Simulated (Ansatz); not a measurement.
# PbS (Cmcm) in Ansatz: notebook

Runs on PbS. Level: PBE. Tasks: single point.

Program: Ansatz 0.2.0. These are calculated values, not measurements. Logs are shortened: lines on timing, memory, paths and dates and some standing lists are left out, and cuts for length are marked.

## 1. The crystal as given

It takes space group Cmcm (No. 63, orthorhombic). The conventional cell has a = 4.160 Å, b = 11.983 Å, c = 4.279 Å, α = 90.00°, β = 90.00°, γ = 90.00°. Pb (site symmetry m2m) is surrounded by 5 S at 2.69 to 2.99 Å. S (site symmetry m2m) has 5 Pb at 2.69 to 2.99 Å as nearest neighbours.

Measurements of this composition are mostly on another form, of space group No. 225.

## 2. Single point, PBE

input.yaml

```yaml
crystal:
  lattice:
    - [2.079952695, -5.991296865, 0.0]
    - [2.079952695, 5.991296865, 0.0]
    - [0.0, 0.0, 4.27932094]
  atoms:
    - { symbol: Pb, position: [0.13056335, 0.86943665, 0.25] }
    - { symbol: Pb, position: [0.86943665, 0.13056335, 0.75] }
    - { symbol: S, position: [0.35479709, 0.64520291, 0.25] }
    - { symbol: S, position: [0.64520291, 0.35479709, 0.75] }
hamiltonian:
  xc: pbe
  pseudopotentials: { kind: paw }
kpoints:
  mp_grid: { grid: [7, 7, 6] }
scf:
  occupations: { method: gaussian, width: 0.029 }
output:
  forces: true
  stress: true
  eigenvalues: true
  write_density: true
  write_potential: true
  elf: true
  volumetric_format: npy
```

Potentials or basis: Ansatz PAW.

Run with:

```console
ansatz run input.yaml --threads 2 --pin off --max-ram 5632MiB --backend cpu --events-out ev --progress --plain --runs-dir out
```

Log:

```text
Warning: RAYON_NUM_THREADS=2 ignored (pool sized by the plan → 2); use --threads N
Engine: ansatz 0.2.0, x86_64-unknown-linux-gnu
Pseudopotentials: kind: paw
Pseudopotential: Pb, paw, valence charge 14, recommended cutoff 420 eV (normal), Pb.paw.azcp
Pseudopotential: S, paw, valence charge 6, recommended cutoff 420 eV (normal), S.paw.azcp
Functional definition: PBE
  parameter kappa = 0.804
  parameter beta = 0.06672455060314922
  exchange = pbe_x(kappa = kappa, mu = beta*pi^2/3)
  correlation = pbe_c(beta = beta)
Crystal: 4 atoms, lattice volume = 106.654 Å³
Basis set: ecut = 420 eV, 2077 PW (Γ), exchange–correlation on 90×90×60 points (8 copies of the dense FFT grid, shifted against one another)
Bands: 24, of which v1, the nominal top of the filled ones, is band 20 counted from 1 (19 counted from 0)
Symmetry: 8 space group operations
Space group: Cmcm (ITA 63), of the structure as read, at distance tolerance 4.7e-5 Å
k-points: 64 of 294
Non-local potential: Pb, projectors of the file, l = 0: 2, l = 1: 2, l = 2: 2, l = 3: 2
Non-local potential: S, projectors of the file, l = 0: 2, l = 1: 2, l = 2: 2
PAW form: soft (Blöchl's): semilocal exchange-correlation on the pseudo side does not see the compensation charge
PAW one-centre angular grid: Pb, 590 points (default); XC on 64 Gauss nodes
PAW one-centre angular grid: S, 110 points (default); XC on 64 Gauss nodes
Initial density: superposition of atomic densities (neutral atoms: chi_scale 0, normalization atom), corrected by the library's trained network
Initial wavefunctions: pseudopotential atomic-orbital guess
Functional: x = pbe(κ = 0.804, μ = 0.2195149727645171), c = pbe(β = 0.06672455060314922)
SCF iter   1: F=—  HF=-25618.982820 eV  |F-HF|=—  |Δ(HF+E_count)|=         —  Δρ=9.39e-4  dr2=8.92e-4  ethr=1.77e-3  ⟨swp⟩=7.3  Hψ=7808  notcnv=0
preconditioner: auto → Resta (q_TF=auto, 2.317 Å⁻¹)  ε∞=3.6  [insulator: Δε(μ)=1.261 eV  Ē_g=13.973 eV  σ=0.029 eV  W_gap=1.00  n_scr=26 (ndim 8)  ℏωp=22.7 eV  f_vac=0.000  D(μ)=0.00/eV (n_scr^D=0)  ε∞_Penn≈3.6]
SCF iter   2: F=—  HF=-25618.980854 eV  |F-HF|=—  |Δ(HF+E_count)|=   1.97e-3  Δρ=5.74e-4  dr2=3.91e-4  ethr=2.23e-6  ⟨swp⟩=2.1  Hψ=3401  notcnv=0
SCF iter   3: F=—  HF=-25618.981040 eV  |F-HF|=—  |Δ(HF+E_count)|=   1.86e-4  Δρ=2.57e-4  dr2=6.70e-5  ethr=9.78e-7  ⟨swp⟩=2.0  Hψ=2816  notcnv=0
SCF iter   4: F=—  HF=-25618.980977 eV  |F-HF|=—  |Δ(HF+E_count)|=   6.33e-5  Δρ=1.19e-4  dr2=1.35e-5  ethr=1.67e-7  ⟨swp⟩=2.3  Hψ=2839  notcnv=0
SCF iter   5: F=—  HF=-25618.980976 eV  |F-HF|=—  |Δ(HF+E_count)|=   6.66e-7  Δρ=2.09e-5  dr2=5.71e-7  ethr=3.39e-8  ⟨swp⟩=2.0  Hψ=2739  notcnv=0
SCF iter   6: F=—  HF=-25618.980977 eV  |F-HF|=—  |Δ(HF+E_count)|=   2.88e-7  Δρ=1.40e-5  dr2=2.02e-7  ethr=2.50e-10  ⟨swp⟩=11.2  Hψ=12820  notcnv=0
SCF iter   7: F=-25618.980977 eV  HF=-25618.980977 eV  |F-HF|=1.04e-8  |Δ(HF+E_count)|=   5.17e-8  Δρ=3.77e-6  dr2=1.32e-8  ethr=2.50e-10  ⟨swp⟩=8.3  Hψ=10005  notcnv=0
SCF 1 converged in 7 iterations: F = -25618.980977 eV  dr2 = 1.32e-8
SCF converged after 7 iterations
Free energy (F): -25618.980977 eV
Harris-Foulkes:  -25618.980977 eV  (|F-HF|=1.04e-8)
Internal energy: -25618.980977 eV  (E = F + TS)
E sigma→0 (E₀):  -25618.980977 eV
Fermi energy:    8.055666 eV
--- Per-component energies (eV) ---
  E_band       = -124.160000
  E_kinetic    = 787.362713
  E_local      = -2524.156220  (includes V_loc(G=0)·N_el)
  E_nonlocal   = 757.268782
  E_hartree    = 984.533833
  E_xc         = -636.090712
  E_vxc        = -439.842028  (∫ρ·V_xc dr)
  E_paw        = -22008.653851  (= ΣΔE_a)
  E_vpaw       = -673.865761  (= ΣTr[D̂ρ^β])
  E_aug_tail   = 0.000098  (compensation charges beyond the density's cutoff)
  E_ewald      = -2979.245620
  E_smearing   = -0.000000  (= −TS)
  E_closure    = 0.000000  (closes the sum)
  Σ components = -25618.980977   (vs F -25618.980977, Δ=0.00e0)
--- Forces (eV/Å), atoms counted from 1 ---
  atom   1  Pb     0.00000000     0.07522400     0.00000000
  atom   2  Pb     0.00000000    -0.07522400     0.00000000
  atom   3  S      0.00000000    -0.10157637     0.00000000
  atom   4  S      0.00000000     0.10157637     0.00000000
  max |Σ_I F_I| component: 0.00e0 eV/Å
--- Stress (GPa, compression-positive) ---
        0.955686       0.000000       0.000000
        0.000000       1.355200       0.000000
        0.000000       0.000000       0.886380
  P = ⅓ Tr σ = 1.0658 GPa (10.658 kbar)
--- Band table (eV; the first three rows and the last of 64) ---
  k-point 0: bands = ["-8.9063", "-8.8078", "-8.7985", "-8.7978", "-8.7624", "-8.7562", "-8.7478", "-8.7421", "-8.7270", "-8.6839", "-5.4741", "-3.6899", "0.7102", "1.6488", "3.3049", "4.5668", "5.1207", "5.8474", "6.0222", "7.0033", "12.1549", "12.2170", "12.3773", "13.0745"]
  k-point 1: bands = ["-8.8896", "-8.8083", "-8.8014", "-8.7840", "-8.7668", "-8.7641", "-8.7571", "-8.7308", "-8.7224", "-8.6943", "-5.3183", "-3.6977", "0.3071", "1.2673", "3.4681", "4.9919", "5.3224", "6.0147", "6.3803", "6.8348", "11.5293", "11.6670", "11.8515", "12.3290"]
  k-point 2: bands = ["-8.8549", "-8.8135", "-8.7892", "-8.7833", "-8.7823", "-8.7637", "-8.7503", "-8.7222", "-8.7194", "-8.7179", "-4.8825", "-3.8427", "-0.2286", "0.4755", "3.9926", "5.3984", "5.8505", "6.3673", "6.7457", "7.1110", "10.0748", "10.2186", "10.5549", "11.2281"]
  k-point 63: bands = ["-8.8383", "-8.8383", "-8.7784", "-8.7784", "-8.7633", "-8.7633", "-8.7298", "-8.7298", "-8.7275", "-8.7275", "-4.2406", "-4.2406", "-0.5476", "-0.5476", "6.1579", "6.1579", "6.2875", "6.2875", "7.0624", "7.0624", "9.2499", "9.2499", "10.6807", "10.6807"]
```

Wall time 6.4 s (2 threads of Intel Xeon at 2.70GHz, shared host); peak memory 0.49 GiB.

What came out:

```yaml
Free_energy: -25618.9810 eV
Pressure: 1.1 GPa
Largest_force: 0.102 eV/Å
Band_gap_on_the_k_mesh: 1.25 eV, indirect (least direct gap 1.43 eV)
```

Forces on the atoms (eV/Å):
```
Pb   0.000  0.075  0.000
Pb   0.000 -0.075  0.000
S    0.000 -0.102  0.000
S    0.000  0.102  0.000
```

Stress tensor (GPa, compression positive):
```
0.96 0.00 0.00
0.00 1.36 0.00
0.00 0.00 0.89
```

Levels at points of the mesh, in eV from the valence-band top:
| k point | band 16 | band 17 | band 18 | band 19 | band 20 | band 21 | band 22 | band 23 | band 24 |
| --- | --- | --- | --- | --- | --- | --- | --- | --- | --- |
| (0.00, 0.00, 0.00) | -2.86 | -2.31 | -1.58 | -1.41 | -0.42 | 4.73 | 4.79 | 4.95 | 5.65 |
| (0.00, 0.00, -0.50) | -2.66 | -1.05 | -1.05 | -0.04 | -0.04 | 1.89 | 1.89 | 2.86 | 2.86 |

Caveat: odd divisions of the mesh miss points on the zone boundary, where band edges often lie, so the gap on the mesh can be too wide; spin-orbit coupling is left out, which as a rule narrows the gap of such compounds by several tenths of an eV. A k mesh can miss the band edges.

## 3. Single point, PBE

input.yaml: that of step 2 with these lines changed.

```diff
@@ -16,3 +16,3 @@
 scf:
-  occupations: { method: gaussian, width: 0.029 }
+  occupations: { method: gaussian, width: 0.03 }
 output:
@@ -21,5 +21 @@
   eigenvalues: true
-  write_density: true
-  write_potential: true
-  elf: true
-  volumetric_format: npy
```

Potentials or basis: Ansatz PAW.

Run with:

```console
ansatz run input.yaml --threads 2 --pin off --max-ram 5632MiB --backend cpu --events-out ev --progress --plain --runs-dir out
```

Run time: 5.8 s. Hardware: 2 threads of Intel Xeon at 2.70GHz, shared host; peak memory 0.48 GiB.

The run converged. Its results:

- Free energy: -25618.9810 eV
- Pressure: 1.1 GPa
- Largest force: 0.102 eV/Å
- Band gap on the k mesh: 1.25 eV, indirect (least direct gap 1.43 eV)

Forces on the atoms (eV/Å):
```
Pb   0.000  0.075  0.000
Pb   0.000 -0.075  0.000
S    0.000 -0.102  0.000
S    0.000  0.102  0.000
```

Stress tensor (GPa, compression positive):
```
0.96 0.00 0.00
0.00 1.36 0.00
0.00 0.00 0.89
```

Levels at points of the mesh, in eV from the valence-band top:
| k point | band 16 | band 17 | band 18 | band 19 | band 20 | band 21 | band 22 | band 23 | band 24 |
| --- | --- | --- | --- | --- | --- | --- | --- | --- | --- |
| (0.00, 0.00, 0.00) | -2.86 | -2.31 | -1.58 | -1.41 | -0.42 | 4.73 | 4.79 | 4.95 | 5.65 |
| (0.00, 0.00, -0.50) | -2.66 | -1.05 | -1.05 | -0.04 | -0.04 | 1.89 | 1.89 | 2.86 | 2.86 |

Caveat: odd divisions of the mesh miss points on the zone boundary, where band edges often lie, so the gap on the mesh can be too wide; spin-orbit coupling is left out, which as a rule narrows the gap of such compounds by several tenths of an eV.
